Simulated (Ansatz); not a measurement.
A run of Ansatz 0.2.0 is set up as follows.

input.yaml

```yaml
crystal:
  lattice: { a: 5.404, b: 5.404, c: 5.404, alpha: 90.0, beta: 90.0, gamma: 90.0 }
  space_group: 216
  reduce_to_primitive: true
  atoms:
    - { symbol: Zn, wyckoff: "4c", position: [0.25, 0.25, 0.25] }
    - { symbol: S, wyckoff: "4a", position: [0.0, 0.0, 0.0] }
hamiltonian:
  xc: revpbe
  pseudopotentials: { kind: paw, level: accurate }
  dispersion: d3bjatm
kpoints:
  mp_grid: { grid: [9, 9, 9] }
scf:
  occupations: { method: fermi_dirac, width: 0.1 }
output:
  forces: true
  stress: true
  eigenvalues: true
  write_density: true
  write_potential: true
  elf: true
  volumetric_format: npy
```

Potentials or basis: Ansatz PAW earlier set.

Run with:

```sh
$ ansatz run input.yaml --threads 1 --pin off --max-ram 2560MiB --backend cpu --events-out ev --progress --plain --runs-dir out
```

Problem. Predict the band gap on the k mesh.

Solution. 2.24 eV, direct.

Problem. What does it give for the pressure?

Solution. -1.8 GPa.

Caveat: odd divisions of the mesh miss points on the zone boundary, where band edges often lie, so the gap on the mesh can be too wide; the PAW data sets come from PBE, with cores solved anew for the run's functional, which leaves a small shift of forces and pressure.

**Experimental background.**

From “Electronic, vibrational, and thermodynamic properties of ZnS (zincblende and rocksalt structure)”, 2009, arxiv:0911.5022, for a bulk crystal of ZnS at 19 K: band gap 3.85 eV (direct).

A measured gap of ZnS is 3.85 eV (direct; 19 K; quoted in “Electronic, vibrational, and thermodynamic properties of ZnS (zincblende and rocksalt structure)”, 2009, arxiv:0911.5022); the calculated 2.24 eV misses it by -1.61 eV. The value is that of revPBE+D3(BJ)-ATM, without temperature or zero-point motion. Semilocal functionals fall short of measured gaps as a rule.
